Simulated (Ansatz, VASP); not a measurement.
**One calculation of Pt, two programs**

```
Pt
1.0
     0.00000    1.97242    1.97242
     1.97242    0.00000    1.97242
     1.97242    1.97242    0.00000
Pt
1
Direct
  0.00000 0.00000 0.00000
```

Alike in both runs: functional PBE; k mesh 18 × 18 × 18; occupations gaussian, width 0.1 eV; no spin polarisation.

Ansatz relaxed the structure, and its values are those at the end. VASP's run is a single point on that final structure, the one shown.

|  | VASP | Ansatz |
| --- | --- | --- |
| version | VASP 6.6.1 | Ansatz 0.2.0 |
| potentials or method | VASP PAW PBE potentials, release 64 (Pt) | scalar-relativistic, plane waves, PAW |
| plane-wave cutoff (eV) | 520 | 420 |
| valence electrons in the cell | 10 | 18 |

Ansatz gave:

- gap on the k mesh at the Fermi level (eV): none
- pressure (GPa): 5.0

Estimate VASP's values.

gap on the k mesh at the Fermi level (eV): none; pressure (GPa): 4.5.

A gap of «none» marks a metal or a gap that the smearing closes. The functional is the same, so the differences come from potentials, cutoffs and numerics. The two sets of potentials don't hold the same shells in valence.

The runs have no spin-orbit coupling, so splittings on Pt are missing.
